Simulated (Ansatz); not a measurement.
# CdS: how the settings move a single-point run

Question: which choices in the input matter for CdS?

Method: reference: DFT, PBEsol, all-electron LAPW, scalar-relativistic, in Ansatz 0.2.0.

### 1 The system as given

The structure is cubic, space group F-43m (No. 216). Conventional cell: a = 5.886 Å, b = 5.886 Å, c = 5.886 Å, α = 90.00°, β = 90.00°, γ = 90.00°. Around Cd (site symmetry -43m) lie 4 S at 2.55 Å. Around S (site symmetry -43m) lie 4 Cd at 2.55 Å.

Structure file:

```
CELL_PARAMETERS angstrom
0.00000 2.94295 2.94295
2.94295 0.00000 2.94295
2.94295 2.94295 0.00000
ATOMIC_POSITIONS crystal
Cd 0.00000 0.00000 0.00000
S 0.75000 0.75000 0.75000
```

### 2 Baseline

input.yaml reads:

```yaml
crystal:
  lattice:
    - [0.0, 2.9429534649, 2.9429534649]
    - [2.9429534649, 0.0, 2.9429534649]
    - [2.9429534649, 2.9429534649, 0.0]
  atoms:
    - { symbol: Cd, position: [0.0, 0.0, 0.0] }
    - { symbol: S, position: [0.75, 0.75, 0.75] }
kpoints:
  mp_grid: { grid: [8, 8, 8] }
  band_path:
    path:
      - [0.0, 0.0, 0.0]
      - [-0.5, -0.5, 0.0]
      - [-0.375, -0.375, 0.25]
      - [-0.375, 0.0, 0.375]
      - [0.0, 0.0, 0.0]
      - [0.0, 0.0, 0.5]
      - [-0.5, -0.25, 0.25]
      - [-0.5, -0.5, 0.0]
    npoints: 14
scf:
  occupations: { method: fermi_dirac, width: 0.03 }
hamiltonian:
  xc: pbesol
  pseudopotentials: { kind: all_electron, lapw: { basis_error: 0.001 } }
output:
  forces: true
  stress: true
  eigenvalues: true
  populations: true
```

Run with:

```sh
> ansatz run input.yaml --threads 1 --pin off --max-ram 2048MiB --backend cpu --events-out ev --progress --plain --runs-dir out
```

### 3 Changed: xc_grid 3

Edit input.yaml of step 2 so:

```diff
@@ -31 +31,3 @@
   populations: true
+basis:
+  xc_grid: 3
```

### 4 Changing settings: lower_state_search off

Edit input.yaml of step 2 so:

```diff
@@ -23,2 +23,3 @@
   occupations: { method: fermi_dirac, width: 0.03 }
+  lower_state_search: "off"
 hamiltonian:
```

Q: Predict the outcome of this session. Wanted: for each run, ending; energy change; pressure; gap; force.

The runs gave:

| run | ending | energy change | pressure (GPa) | gap (eV) | force (eV/Å) | cycles | time |
| --- | --- | --- | --- | --- | --- | --- | --- |
| reference | converged | 0 | -1.8 | 0.95 | 0.00 | 7 | 29 s |
| 1: xc_grid 3 | converged | 0.0 meV/atom | -1.8 | 0.95 | 0.00 | 7 | 19 s |
| 2: lower_state_search off | converged | 0.0 meV/atom | -1.8 | 0.95 | 0.00 | 7 | 23 s |

Residual by cycle in the longest SCF loop of each run; runs are numbered as in the table. The quantity is the density residual dr2, in eV.

| cycle | reference | run 1 | run 2 |
| --- | --- | --- | --- |
| 1 | 1.31 | 1.31 | 1.31 |
| 2 | 0.0585 | 0.0585 | 0.0585 |
| 3 | 0.0123 | 0.0123 | 0.0123 |
| 4 | 5.7e-4 | 5.7e-4 | 5.7e-4 |
| 5 | 1.0e-5 | 1.0e-5 | 1.0e-5 |
| 6 | 3.2e-7 | 3.2e-7 | 3.2e-7 |
| 7 | 4.4e-9 | 4.4e-9 | 4.4e-9 |

Of the converged runs whose energies compare with the reference's, none moves it noticeably.
